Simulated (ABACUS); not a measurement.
The system is GaN.

```xyz
4
Lattice="3.1800 0.0000 0.0000 -1.5900 2.7540 0.0000 0.0000 0.0000 5.1660" Properties=species:S:1:pos:R:3 pbc="T T T"
Ga    1.5900    0.9180    2.5830
Ga    0.0000    1.8360    0.0000
N     1.5900    0.9180    4.5203
N     0.0000    1.8360    1.9373
```

Base run:

| Item | Value |
| --- | --- |
| Program | ABACUS 3.10.1 |
| Functional | PBE |
| Potentials or basis | PseudoDojo NC SR 0.4.1 PBE standard |
| Cutoff | 1143 eV |
| Density cutoff | 4572 eV |
| Basis | plane waves |
| k mesh | 10 × 10 × 5 |
| Occupations | fermi-dirac, width 0.05 eV |
| Spin | no spin polarisation |

Its results: band gap on the k mesh 2.01 eV, direct; pressure 7.5 GPa; largest force 0.137 eV/Å.

The run is repeated on the same cell with these changes: functional from PBE to PBEsol; k mesh from 10 × 10 × 5 to 8 × 8 × 4. What comes out?

Band gap on the k mesh 1.89 eV, direct; pressure 1.7 GPa; largest force 0.134 eV/Å.

Several settings changed at once, so the effect can't be laid on one alone.

Caveats: there are fewer bands than atomic start orbitals, so a level may be missed at k points of high symmetry (some runs); an odd mesh through Γ misses points on the zone boundary, where band edges often lie (some runs); the potentials were made for another functional, which shifts forces and pressure (some runs).

Not every run made on this cell is shown here.
